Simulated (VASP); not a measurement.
# KF (Fm-3m) in VASP: settings compared

Aim: see how the results for KF move with the level of theory and the settings. Levels: r2SCAN, r2SCAN+rVV10. Tasks: relaxation of cell and atoms.

All numbers are computed with VASP 6.6.1; they aren't measurements. Logs are shortened: lines on timing, memory, paths and dates and some standing lists are left out, and cuts for length are marked.

### Step 1. Starting point

The structure is cubic, space group Fm-3m (No. 225). The conventional cell has a = 5.309 Å, b = 5.309 Å, c = 5.309 Å, α = 90.00°, β = 90.00°, γ = 90.00°. K (site symmetry m-3m) has 6 F at 2.65 Å as nearest neighbours. Around F (site symmetry m-3m) lie 6 K at 2.65 Å.

The cell is a database's computed one.

### Step 2. Relaxation of cell and atoms, r2SCAN

File INCAR:

```
PREC = Accurate
ENCUT = 600
EDIFF = 1E-7
ISMEAR = 0
SIGMA = 0.02
LREAL = F
LASPH = T
NELM = 60
ALGO = Normal
ISIF = 3
LWAVE = F
LCHARG = F
METAGGA = R2SCAN
LMIXTAU = T
IBRION = 2
NSW = 90
EDIFFG = -0.005
```

File KPOINTS:

```
regular mesh
0
Gamma
  8 8 8
```

File POSCAR:

```
KF
1.0
    0.0000000000      2.6544134000      2.6544134000
    2.6544134000      0.0000000000      2.6544134000
    2.6544134000      2.6544134000      0.0000000000
K F
1 1
Direct
    0.0000000000      0.0000000000      0.0000000000
    0.5000000000      0.5000000000      0.5000000000
```

Potentials or basis: VASP PAW PBE potentials, release 64 (K_sv, F).

The run is started by

```console
$ cat potpaw_PBE.64/K_sv/POTCAR potpaw_PBE.64/F/POTCAR > POTCAR
$ mpirun -np 1 vasp_std > vasp.out
```

OUTCAR:

```text
PREC = Accurate
   ENCUT = 600
   EDIFF = 1E-7
   ISMEAR = 0
   LREAL = F
   LASPH = T
   NELM = 60
   ISIF = 3
   METAGGA = R2SCAN
   IBRION = 2
   NSW = 90
   EDIFFG = -0.005

 ion  position               nearest neighbor table
   1  0.000  0.000  0.000-   2 2.65   2 2.65   2 2.65   2 2.65   2 2.65   2 2.65
   2  0.500  0.500  0.500-   1 2.65   1 2.65   1 2.65   1 2.65   1 2.65   1 2.65

  LATTYP: Found a face centered cubic cell.
 ALAT       =     5.3088268000

  Lattice vectors:

 A1 = (   0.0000000000,   2.6544134000,   2.6544134000)
 A2 = (   2.6544134000,   0.0000000000,   2.6544134000)
 A3 = (   2.6544134000,   2.6544134000,   0.0000000000)

Analysis of symmetry for initial positions (statically):
=====================================================================
 Subroutine PRICEL returns:
 Original cell was already a primitive cell.

 Routine SETGRP: Setting up the symmetry group for a
 face centered cubic supercell.

 Subroutine GETGRP returns: Found 48 space group operations
 (whereof 48 operations were pure point group operations)
 out of a pool of 48 trial point group operations.

The static configuration has the point symmetry O_h .

Analysis of symmetry for dynamics (positions and initial velocities):
=====================================================================
 Subroutine PRICEL returns:
 Original cell was already a primitive cell.

 Routine SETGRP: Setting up the symmetry group for a
 face centered cubic supercell.

 Subroutine GETGRP returns: Found 48 space group operations
 (whereof 48 operations were pure point group operations)
 out of a pool of 48 trial point group operations.

The dynamic configuration has the point symmetry O_h .

 Subroutine INISYM returns: Found 48 space group operations
 (whereof 48 operations are pure point group operations),
 and found     1 'primitive' translations

----------------------------------------------------------------------------------------

                                     Primitive cell

  volume of cell :      37.4055

  direct lattice vectors                    reciprocal lattice vectors
     0.000000000  2.654413400  2.654413400    -0.188365535  0.188365535  0.188365535
     2.654413400  0.000000000  2.654413400     0.188365535 -0.188365535  0.188365535
     2.654413400  2.654413400  0.000000000     0.188365535  0.188365535 -0.188365535

  length of vectors
     3.753907430  3.753907430  3.753907430     0.326258677  0.326258677  0.326258677

  position of ions in fractional coordinates (direct lattice)
     0.000000000  0.000000000  0.000000000
     0.500000000  0.500000000  0.500000000

  ion indices of the primitive-cell ions
   primitive index   ion index
                 1           1
                 2           2

----------------------------------------------------------------------------------------

 KPOINTS: regular mesh

Automatic generation of k-mesh.
 Grid dimensions read from file:
 generate k-points for:    8    8    8

 Generating k-lattice:

  Cartesian coordinates                     Fractional coordinates (reciprocal lattice)
    -0.023545692  0.023545692  0.023545692     0.125000000  0.000000000  0.000000000
     0.023545692 -0.023545692  0.023545692     0.000000000  0.125000000  0.000000000
     0.023545692  0.023545692 -0.023545692     0.000000000  0.000000000  0.125000000

  Length of vectors
     0.040782335  0.040782335  0.040782335

  Shift w.r.t. Gamma in fractional coordinates (k-lattice)
     0.000000000  0.000000000  0.000000000

 Subroutine IBZKPT returns following result:
 ===========================================

 Found     29 irreducible k-points:

 Following reciprocal coordinates:
            Coordinates               Weight
  0.000000  0.000000  0.000000      1.000000
  0.125000  0.000000  0.000000      8.000000
  0.250000  0.000000  0.000000      8.000000
  0.375000  0.000000  0.000000      8.000000
  0.500000  0.000000  0.000000      4.000000
  0.125000  0.125000  0.000000      6.000000
[... 16 lines left out ...]
  0.500000  0.250000  0.125000     48.000000
 -0.375000  0.250000  0.125000     24.000000
 [... further k-points ...]
   k-points           NKPTS =     29   k-points in BZ     NKDIM =     29   number of bands    NBANDS=     12
   number of dos      NEDOS =    301   number of ions     NIONS =      2
   total plane-waves  NPLWV =  27000
   dimension x,y,z NGX =    30 NGY =   30 NGZ =   30
   dimension x,y,z NGXF=    60 NGYF=   60 NGZF=   60
   ions per type =               1   1
   NGX,Y,Z   is equivalent  to a cutoff of  13.29, 13.29, 13.29 a.u.
   NGXF,Y,Z  is equivalent  to a cutoff of  26.57, 26.57, 26.57 a.u.
 SYSTEM =  unknown system
   PREC   = accura    normal or accurate (medium, high low for compatibility)
   ISTART =      0    job   : 0-new  1-cont  2-samecut
   ICHARG =      2    charge: 1-file 2-atom 10-const
   ISPIN  =      1    spin polarized calculation?
   LNONCOLLINEAR =      F non collinear calculations
   LSORBIT =      F    spin-orbit coupling
   LASPH  =      T    aspherical Exc in radial PAW
   ENCUT  =  600.0 eV  44.10 Ry    6.64 a.u.   7.50  7.50  7.50*2*pi/ulx,y,z
   NELM   =     60;   NELMIN=  2; NELMDL= -5     # of ELM steps
   EDIFF  = 0.1E-06   stopping-criterion for ELM
   LREAL  =      F    real-space projection
   EDIFFG = -.5E-02   stopping-criterion for IOM
   NSW    =     90    number of steps for IOM
   IBRION =      2    ionic relax: 0-MD 1-quasi-New 2-CG
   NFREE  =      1    steps in history (QN), initial steepest desc. (CG)
   ISIF   =      3    stress and relaxation
   ISYM   =      2    0-nonsym 1-usesym 2-fastsym
   POTIM  = 0.5000    time-step for ionic-motion
   TEBEG  =    0.0;   TEEND  =   0.0 temperature during run
   PSTRESS=    0.0 pullay stress
   NELECT =      16.0000    total number of electrons
   NUPDOWN=      -1.0000    fix difference up-down
   EMIN   =  10.00;   EMAX   =-10.00  energy-range for DOS
   EFERMI =   0.00;   METHOD = LEGACY
   ISMEAR =     0;   SIGMA  =   0.02  broadening in eV -4-tet -1-fermi 0-gaus
   EFERMI_NEDOS =   21; number of points for ismear=-14 and -15
   IALGO  =     38    algorithm
   IMIX   =      4    mixing-type and parameters
     AMIX     =   0.40;   BMIX     =  1.00
     AMIX_MAG =   1.60;   BMIX_MAG =  1.00
  volume/ion in A,a.u.               =      18.70       126.21
  Fermi-wavevector in a.u.,A,eV,Ry     =   1.233492  2.330962 20.701292  1.521502
  Thomas-Fermi vector in A             =   2.368220
   LORBIT       =      0    0 simple, 1 ext, 2 COOP (PROOUT), +10 PAW based schemes
   METAGGA = R2SCAN    functional components
   LHFCALC =     F    Hartree Fock is set to
   AEXX    =    0.0000 exact exchange contribution
   IVDW    =     0    specifies the selected vdW correction
   LEPSILON=     F    determine dielectric tensor
   LRPA    =     F    only Hartree local field effects (RPA)
 conjugate gradient relaxation of ions
 non-spin polarized calculation
 Gauss-broadening in eV      SIGMA  =   0.02
  energy-cutoff  :      600.00
  volume of cell :       37.41
 maximum number of plane-waves:      1283
 NGX is ok and might be reduce to    30
   NGX = 15   NGY = 15   NGZ = 15

--------------------------------------- Ionic step        1  -------------------------------------------

 number of electron      16.0000003 magnetization

 Free energy of the ion-electron system (eV)
  ---------------------------------------------------
  ext. energy  EPLUGINS =         0.00000000
  ---------------------------------------------------
  free energy    TOTEN  =       -14.97550686 eV

  energy without entropy =      -14.97550686  energy(sigma->0) =      -14.97550686

------------------------ aborting loop because EDIFF is reached ----------------------------------------

  FORCE on cell =-STRESS in cart. coord.  units (eV):
  Direction    XX          YY          ZZ          XY          YZ          ZX
  --------------------------------------------------------------------------------------
  -------------------------------------------------------------------------------------
  Total        0.0347188      0.0347188      0.0347188      0.0000000      0.0000000     -0.0000000
  in kB        1.4870962      1.4870962      1.4870962      0.0000000      0.0000000     -0.0000000
  external PRESSURE =       1.4870962 kB  Pullay stress =       0.0000000 kB
[... 57 lines left out ...]
  energy  without entropy=      -14.9755651915  energy(sigma->0) =      -14.97556519

--------------------------------------- Ionic step        3  -------------------------------------------

 number of electron      16.0000001 magnetization

 Free energy of the ion-electron system (eV)
  ---------------------------------------------------
  ext. energy  EPLUGINS =         0.00000000
  ---------------------------------------------------
  free energy    TOTEN  =       -14.97557383 eV

  energy without entropy =      -14.97557383  energy(sigma->0) =      -14.97557383

 E-fermi :  -3.1755     XC(G=0):  -8.9750

 val. band max:       -3.3128785783   @ k =   0.0000   0.0000   0.0000
 cond. band min:       3.5997841654   @ k =   0.0000   0.0000   0.0000
 fundamental gap:      6.9126627437
 Fermi energy:        -3.1754515830

 k-point     1 :       0.0000    0.0000    0.0000
  band No.  band energies     occupation
      1     -30.3911      2.00000
      2     -23.1115      2.00000
      3     -12.8659      2.00000
      4     -12.8659      2.00000
      5     -12.8659      2.00000
      6      -3.3129      2.00000
      7      -3.3129      2.00000
      8      -3.3129      2.00000
      9       3.5998      0.00000
     10       8.1837      0.00000
     11       8.1837      0.00000
     12       8.1837      0.00000
[... 331 lines left out ...]
 k-point    24 :      -0.3750    0.2500    0.1250
  band No.  band energies     occupation
      1     -30.2768      2.00000
      2     -23.1834      2.00000
      3     -13.1963      2.00000
      4     -13.0882      2.00000
      5     -12.9393      2.00000
      6      -3.8714      2.00000
      7      -3.5887      2.00000
      8      -3.5628      2.00000
      9       6.7554      0.00000
     10       7.4735      0.00000
     11       9.3663      0.00000
     12      10.3664      0.00000

 [... further k-points ...]

------------------------ aborting loop because EDIFF is reached ----------------------------------------

  FORCE on cell =-STRESS in cart. coord.  units (eV):
  Direction    XX          YY          ZZ          XY          YZ          ZX
  --------------------------------------------------------------------------------------
  -------------------------------------------------------------------------------------
  Total       -0.0041951     -0.0041951     -0.0041951      0.0000000     -0.0000000      0.0000000
  in kB       -0.1788857     -0.1788857     -0.1788857      0.0000000     -0.0000000      0.0000000
  external PRESSURE =      -0.1788857 kB  Pullay stress =       0.0000000 kB
[... 17 lines left out ...]
  FREE ENERGIE OF THE ION-ELECTRON SYSTEM (eV)
  ---------------------------------------------------
  free  energy   TOTEN  =       -14.9755738349 eV

  energy  without entropy=      -14.9755738349  energy(sigma->0) =      -14.97557383

 reached required accuracy - stopping structural energy minimisation
```

Run time: 3.4 min. Hardware: 1 thread of AMD EPYC 7R13 (Zen 3), shared host; peak memory 0.16 GiB.

Results:

| Item | Value |
| --- | --- |
| Free energy | -14.9756 eV |
| Relaxed volume | 18.79 Å³/atom |
| Relaxed cell | a = 3.760 Å, b = 3.760 Å, c = 3.760 Å, α = 60.00°, β = 60.00°, γ = 60.00° |
| Space group after relaxing (to 0.05 Å) | Fm-3m (No. 225) |
| Energy gained by relaxing | 0.0 meV/atom |
| Ionic steps | 3 |
| Pressure after relaxing | 0.0 GPa |
| Band gap on the k mesh | 6.91 eV, direct |

Final structure:
```xyz
2
Lattice="0.0000 2.6584 2.6584 2.6584 0.0000 2.6584 2.6584 2.6584 0.0000" Properties=species:S:1:pos:R:3 pbc="T T T"
K     0.0000    0.0000    0.0000
F     2.6584    2.6584    2.6584
```

Levels at points of the mesh, in eV from the valence-band top:
```csv
k point,band 5,band 6,band 7,band 8,band 9,band 10,band 11,band 12
"(0.00, 0.00, 0.00)",-9.55,0.00,0.00,0.00,6.91,11.50,11.50,11.50
"(0.50, 0.00, 0.00)",-9.59,-0.78,-0.35,-0.35,9.74,11.36,13.00,13.00
"(0.50, 0.50, 0.00)",-9.77,-0.20,-0.05,-0.05,8.78,11.31,12.55,14.71
```

Caveat: the PAW data sets were made with another functional, which shifts forces and pressure a little. A k mesh can miss the band edges.

### Step 3. Relaxation of cell and atoms, r2SCAN+rVV10

Edit INCAR of step 2 so:

```diff
@@ -14,2 +14,6 @@
 LMIXTAU = T
+LUSE_VDW = T
+IVDW_NL = 2
+BPARAM = 11.95
+CPARAM = 0.0093
 IBRION = 2
```

KPOINTS is that of step 2.

POSCAR is that of step 2.

Potentials or basis: VASP PAW PBE potentials, release 64 (K_sv, F).

The run is started by

```console
$ cat potpaw_PBE.64/K_sv/POTCAR potpaw_PBE.64/F/POTCAR > POTCAR
$ mpirun -np 1 vasp_std > vasp.out
```

OUTCAR:

```text
PREC = Accurate
   ENCUT = 600
   EDIFF = 1E-7
   ISMEAR = 0
   LREAL = F
   LASPH = T
   NELM = 60
   ISIF = 3
   METAGGA = R2SCAN
   IVDW_NL = 2
   BPARAM = 11.95
   IBRION = 2
   NSW = 90
   EDIFFG = -0.005

 ion  position               nearest neighbor table
   1  0.000  0.000  0.000-   2 2.65   2 2.65   2 2.65   2 2.65   2 2.65   2 2.65
   2  0.500  0.500  0.500-   1 2.65   1 2.65   1 2.65   1 2.65   1 2.65   1 2.65

  LATTYP: Found a face centered cubic cell.
 ALAT       =     5.3088268000

  Lattice vectors:

 A1 = (   0.0000000000,   2.6544134000,   2.6544134000)
 A2 = (   2.6544134000,   0.0000000000,   2.6544134000)
 A3 = (   2.6544134000,   2.6544134000,   0.0000000000)

Analysis of symmetry for initial positions (statically):
=====================================================================
 Subroutine PRICEL returns:
 Original cell was already a primitive cell.

 Routine SETGRP: Setting up the symmetry group for a
 face centered cubic supercell.

 Subroutine GETGRP returns: Found 48 space group operations
 (whereof 48 operations were pure point group operations)
 out of a pool of 48 trial point group operations.

The static configuration has the point symmetry O_h .

Analysis of symmetry for dynamics (positions and initial velocities):
=====================================================================
 Subroutine PRICEL returns:
 Original cell was already a primitive cell.
[... 237 lines left out ...]
  ext. energy  EPLUGINS =         0.00000000
  ---------------------------------------------------
  free energy    TOTEN  =       -14.44331264 eV

  energy without entropy =      -14.44331264  energy(sigma->0) =      -14.44331264

 E-fermi :  -3.1749     XC(G=0):  -9.1564

 val. band max:       -3.2707097597   @ k =   0.0000   0.0000   0.0000
 cond. band min:       3.6458044968   @ k =   0.0000   0.0000   0.0000
 fundamental gap:      6.9165142565
 Fermi energy:        -3.1749063889

 k-point     1 :       0.0000    0.0000    0.0000
  band No.  band energies     occupation
      1     -30.2616      2.00000
      2     -23.0778      2.00000
      3     -12.7207      2.00000
      4     -12.7207      2.00000
      5     -12.7207      2.00000
      6      -3.2707      2.00000
      7      -3.2707      2.00000
      8      -3.2707      2.00000
      9       3.6458      0.00000
     10       8.2500      0.00000
     11       8.2500      0.00000
     12       8.2500      0.00000
[... 331 lines left out ...]
 k-point    24 :      -0.3750    0.2500    0.1250
  band No.  band energies     occupation
      1     -30.1342      2.00000
      2     -23.1606      2.00000
      3     -13.0754      2.00000
      4     -12.9612      2.00000
      5     -12.7982      2.00000
      6      -3.8512      2.00000
      7      -3.5578      2.00000
      8      -3.5280      2.00000
      9       6.7954      0.00000
     10       7.5227      0.00000
     11       9.5087      0.00000
     12      10.5070      0.00000

 [... further k-points ...]

------------------------ aborting loop because EDIFF is reached ----------------------------------------

  FORCE on cell =-STRESS in cart. coord.  units (eV):
  Direction    XX          YY          ZZ          XY          YZ          ZX
  --------------------------------------------------------------------------------------
  -------------------------------------------------------------------------------------
  Total       -0.0049896     -0.0049896     -0.0049896      0.0000000      0.0000000     -0.0000000
  in kB       -0.2172227     -0.2172227     -0.2172227      0.0000000      0.0000000     -0.0000000
  external PRESSURE =      -0.2172227 kB  Pullay stress =       0.0000000 kB
[... 17 lines left out ...]
  FREE ENERGIE OF THE ION-ELECTRON SYSTEM (eV)
  ---------------------------------------------------
  free  energy   TOTEN  =       -14.4433126366 eV

  energy  without entropy=      -14.4433126366  energy(sigma->0) =      -14.44331264

 reached required accuracy - stopping structural energy minimisation
```

It took 4.8 min on 1 thread of AMD EPYC 7R13 (Zen 3), shared host; peak memory 0.27 GiB.

What came out:

* Free energy: -14.4433 eV
* Relaxed volume: 18.40 Å³/atom
* Relaxed cell: a = 3.734 Å, b = 3.734 Å, c = 3.734 Å, α = 60.00°, β = 60.00°, γ = 60.00°
* Space group after relaxing (to 0.05 Å): Fm-3m (No. 225)
* Energy gained by relaxing: 0.6 meV/atom
* Ionic steps: 3
* Pressure after relaxing: 0.0 GPa
* Band gap on the k mesh: 6.92 eV, direct

The path:
```tsv
step	energy change (eV)	largest force (eV/Å)	pressure (GPa)	volume (Å³)
1	0.0000	0.0000	-0.62	37.41
2	-0.0010	0.0000	-0.24	37.02
3	-0.0012	0.0000	-0.02	36.80
```

Final structure:
```
K F
1.0
     0.00000    2.64006    2.64006
     2.64006    0.00000    2.64006
     2.64006    2.64006    0.00000
K F
1 1
Direct
  0.00000 0.00000 0.00000
  0.50000 0.50000 0.50000
```

Caveat: the PAW data sets were made with another functional, which shifts forces and pressure a little. A k mesh can miss the band edges.
